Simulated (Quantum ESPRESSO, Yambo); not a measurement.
# ZnSe (Stilleite): G0W0 with and without spin-orbit coupling, part 2 of 2

Is the spin-orbit change of the gap of ZnSe (Stilleite) the same in DFT and in GW?

Quantum ESPRESSO 7.5 and Yambo 5.3.0; PBE and many-body steps on it, plane waves. Known limits of the many-body steps: not at the basis limit; exchange with frozen shells missing; no spin-orbit coupling in some runs; coarse k mesh.

So far. Step 4 (Scalar-relativistic): The gap on the mesh goes from 1.29 eV to 2.55 eV, a correction of +1.27 eV. Step 5 (Empty states on the mesh, 4×4×4 mesh, 274 bands): On this mesh the gap is 1.164 eV.

## (7) With spin-orbit coupling

This step: G0W0 on PBE with spin-orbit coupling, plane waves, norm-conserving pseudopotentials.

Input file gw4.in:

```
HF_and_locXC
gw0
dyson
ppa
em1d
rim_cut
RandQpts= 1000000
RandGvec= 1 RL
EXXRLvcs= 78 Ry
VXCRLvcs= 312 Ry
Chimod= "HARTREE"
% BndsRnXp
 1 | 274 |
%
NGsBlkXp= 10.5 Ry
% LongDrXp
 1 | 1 | 1 |
%
% GbndRnge
 1 | 274 |
%
DysSolver= "n"
ExtendOut
PPAPntXp= 27.21138 eV
% QPkrange
 1 | 1 | 33 | 40 |
%
```

The run is started by

```
$ OMP_NUM_THREADS=1 mpirun -n 4 yambo -F gw4.in -J gw4 -C gw4 > gw4.log
```

The program printed:

```text
 Yambo, version 5.3.0

 [02] CORE Variables Setup
 =========================

  [... cell, symmetries and grids as in the set-up ...]

  [02.05] Energies & Occupations
  ==============================

  [X] === General ===
  [X] Electronic Temperature                        :  0.000000  0.000000 [eV K]
  [X] Bosonic    Temperature                        :  0.000000  0.000000 [eV K]
  [X] Finite Temperature mode                       : no
  [X] El. density                                   :  0.79098E+24 [cm-3]
  [X] Fermi Level                                   :  8.517199 [eV]

  [X] === Gaps and Widths ===
  [X] Conduction Band Min                           :  1.163686 [eV]
  [X] Valence Band Max                              :  0.000000 [eV]
  [X] Filled Bands                                  :   36
  [X] Empty Bands                                   :   37  274
  [X] Direct Gap                                    :  1.163686 [eV]
  [X] Direct Gap localized at k                     :  1
  [X] Indirect Gap                                  :  1.163686 [eV]
  [X] Indirect Gap between kpts                     :  1  1
  [X] Last valence band width                       :  2.753721 [eV]
  [X] 1st conduction band width                     :  4.095292 [eV]

 [03] Transferred momenta grid and indexing
 ==========================================

 IBZ Q-points                                      :   8
 BZ  Q-points                                      :   64

 K/Q-points units:
 rlu = crystal or reduced units; cc = cartesian coordinates; iku = interal k-units

 Q [1]          [rlu]:  0.000000  0.000000  0.000000
 Q [2]          [rlu]:  0.33641E-17  0.33641E-17  0.25000
 Q [3]          [rlu]: -0.67283E-17 -0.67283E-17 -0.50000
[...]
QP @ state[ 1 ] K range:  1  1
 QP @ state[ 1 ] b range:   33   40

 [xc] Functional : Perdew, Burke & Ernzerhof(X)+Perdew, Burke & Ernzerhof(C)
 [xc] LIBXC used to calculate xc functional
  PP Number of Atomic Species                      :  2
  NLCC RL compoments                               :  28571
  PP Number of Atomic Species                      :  2
  NLCC RL compoments                               :  28571

 [xc] E_xc :  -30.54426 [Ha]
      E_xc :  -61.08852 [Ry]

  Local XC kind (lXC) : Perdew, Burke & Ernzerhof(X)+Perdew, Burke & Ernzerhof(C)
  Non-Local XC kind (nlXC) : Hartree-Fock

  Corrections @ K [1] :  [eV]
 <33|nlXC|33> = -20.13324  0.97191E-17 <33|lXC|33> = -16.44011 -0.70806E-16
 <34|nlXC|34> = -20.13323 -0.23807E-17 <34|lXC|34> = -16.44011 -0.94408E-16
 <35|nlXC|35> = -20.13320  0.58161E-17 <35|lXC|35> = -16.44011  0.18882E-15
[...]
<39|nlXC|39> = -6.083937  0.22734E-17 <39|lXC|39> = -10.92160 -0.18882E-15
 <40|nlXC|40> = -6.083936 -0.28454E-18 <40|lXC|40> = -10.92159 -0.94408E-16

 [08] Dyson equation: Newton solver
 ==================================

  [08.01] G0W0 (W PPA)
  ====================

  [  GW  ] Bands range     :    1  274
  [GW/PPA] G damping       :  0.100000 [eV]

  QP @ state[ 1 ] K range:  1  1
  QP @ state[ 1 ] b range:   33   40

   Sc/G bands                                       :    1  274
   Sc/G damping                                     :  0.100000 ev
   Sc bands terminator                              : no
   Sx RL components                                 :   3647

   QP @ state[ 1 ] K range                          :  1  1
   QP @ state[ 1 ] b range                          :   33   40
   GF energies kind                                 : Perdew, Burke & Ernzerhof(X)+Perdew, Burke & Ernzerhof(C)
   GF WF`s kind                                     : Perdew, Burke & Ernzerhof(X)+Perdew, Burke & Ernzerhof(C)
   Xs energies kind                                 : Perdew, Burke & Ernzerhof(X)+Perdew, Burke & Ernzerhof(C)
   Xs WF`s kind                                     : Perdew, Burke & Ernzerhof(X)+Perdew, Burke & Ernzerhof(C)

 [11] Game Over & Game summary
```

Run time: 6.1 min. Hardware: 4 MPI ranks of Arm Neoverse V2, shared host; peak memory 3.3 GiB.

Numbers from this step:

```
G0W0 gap on the points computed              : 2.413 eV
starting gap on the mesh                     : 1.164 eV
k of the valence top                         : 0, 0, 0
k of the conduction bottom                   : 0, 0, 0
least direct G0W0 gap on the computed points : 2.413 eV
Z at the valence top                         : 0.7975
Z at the conduction bottom                   : 0.8127
```

Against G0W0 in Yambo (4×4×4 mesh, 137 bands, screening to 142.9 eV, Godby-Needs plasmon pole), the gap moves by −0.141 eV.

## (8) The runs together

Times are wall times on 4 MPI ranks of Arm Neoverse V2, shared host, good to a factor of about two.

```tsv
run	mesh	bands	screening cutoff (eV)	DFT gap (eV)	gap on the mesh (eV)	direct (eV)	time
scalar-relativistic	4×4×4	137	142.9	1.288	2.555	2.555	64 s
with spin-orbit coupling	4×4×4	274	142.9	1.164	2.413	2.413	6.1 min
```

## (9) Outcome

| Property | Result |
| --- | --- |
| scalar-relativistic | 2.555 eV |
| with spin-orbit coupling | 2.413 eV |
| known limits | not at the basis limit; exchange with frozen shells missing; no spin-orbit coupling in some runs; coarse k mesh |

**Reading.** With spin-orbit coupling: −0.141 eV against scalar-relativistic, −0.124 eV of it in the start. Against experiment, by with spin-orbit coupling: the direct gap of 2.41 eV lies −0.28 eV from the measured 2.695 ± 0.003 eV (exciton, 300 K, 2023). An exciton line or allowed optical edge lies below the quasiparticle gap by the binding energy; a forbidden edge can push the onset above it. These are gaps on the mesh, at modest bands and cutoff. The calculation has static nuclei and no excitons; a measured gap holds zero-point and thermal motion, which mostly lowers it. Bands and cutoff are finite, so the gap is not at the basis limit. The miss can reach some tenths of an eV and take either sign; the mesh is an error of its own. In the G0W0 runs levels were corrected at 1 k point alone, so a gap called «on the mesh» is the least over those, and an edge elsewhere would be missed. The 4×4×4 mesh is coarse for this cell, which bears on the long-range parts of exchange and screening. The norm-conserving file of at least one element keeps a d shell over frozen s and p shells of the same row. Exchange with those shells is missing from the self-energy, an error of 0.3 to 0.9 eV in cases checked, whose sign depends on which edge lies on those atoms.

[Paths, hosts, dates, memory and timing lines, banners, echoed tables and standing remarks are left out of the program output.]

[Logs are printed without paths, hosts, clocks, repeated set-up lines and the standing remarks that a program may print on its own settings, such as how far it seeks lower states.]

[Runs of the session that timed out or met a known fault of the program may be left out.]

[Hosts, paths, dates, database ids (printed as entryN), source tags and the programs' standing remarks are cut or masked in the printed files.]
